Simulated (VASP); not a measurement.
The system is GaAs.

```xyz
2
Lattice="0.0000 2.8314 2.8314 2.8314 0.0000 2.8314 2.8314 2.8314 0.0000" Properties=species:S:1:pos:R:3 pbc="T T T"
Ga    0.0000    0.0000    0.0000
As    1.4157    1.4157    1.4157
```

Base run:

| Property | Result |
| --- | --- |
| Program | VASP 6.6.1 |
| Functional | PBE0 |
| Potentials or basis | VASP PAW PBE potentials, release 64 (Ga_d, As) |
| Cutoff | 520 eV |
| k mesh | 6 × 6 × 6 |
| Occupations | gaussian, width 0.03 eV |
| Spin | no spin polarisation |

Its results: band gap on the k mesh 1.98 eV, direct; pressure 0.4 GPa.

Problem. After a change of settings the same cell gave: band gap on the k mesh 0.48 eV, direct; pressure 3.1 GPa. Which change was it?
A. functional from PBE0 to PBE
B. functional from PBE0 to PBE-EpsX
C. functional from PBE0 to HSE06

Solution. A.

PBE0 gives the wider gap, since exact exchange removes part of the self-interaction.

Caveats: the PAW data sets were made with another functional, which shifts forces and pressure a little (some runs).
